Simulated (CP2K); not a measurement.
Crystal: BaZrO3.

```
Ba Zr O
1.0
     4.19134    0.00000    0.00000
     0.00000    4.19134    0.00000
     0.00000    0.00000    4.19134
Ba Zr O
1 1 3
Direct
  0.00000 0.00000 0.00000
  0.50000 0.50000 0.50000
  0.50000 0.50000 0.00000
  0.50000 0.00000 0.50000
  0.00000 0.50000 0.50000
```

Program: CP2K 2026.2. Alike in all runs: task band structure; no spin polarisation; cell as given; k mesh 6 × 6 × 6.

Q: Order these runs on this cell by their pressure, lowest first.
A. level PBEsol; potentials or basis POTENTIAL_UZH Ba GTH-PBE-q10, Zr GTH-PBE-q12, O GTH-PBE-q6; TZVP-MOLOPT-PBE-GTH basis; smearing fermi-dirac 0.05 eV; EPS_DEFAULT 1.0E-9; NGRIDS 4; points a segment of the path (NPOINTS) 8; bands added on the path 6; CUTOFF of the grids 600 Ry
B. level r2SCAN; potentials or basis POTENTIAL_UZH Ba GTH-SCAN-q10, Zr GTH-SCAN-q12, O GTH-SCAN-q6; TZVP-MOLOPT-SCAN-GTH basis; smearing fermi-dirac 0.05 eV; EPS_DEFAULT 1.0E-10; NGRIDS 4; points a segment of the path (NPOINTS) 10; bands added on the path 2; CUTOFF of the grids 850 Ry
C. level LDA; potentials or basis GTH_POTENTIALS Ba GTH-PADE-q10, Zr GTH-PADE-q12, O GTH-PADE-q6; TZVP-MOLOPT-PBE-GTH basis; smearing fermi-dirac 0.1 eV; EPS_DEFAULT 1.0E-9; NGRIDS 5; points a segment of the path (NPOINTS) 10; bands added on the path 4; CUTOFF of the grids 600 Ry

A: C (-4.8 GPa), A (1.3 GPa), B (3.8 GPa).

Caveats: the basis of atomic orbitals isn't converged, which shifts pressures, moduli and gaps; the potentials were made for another functional, which shifts forces and pressure (some runs).
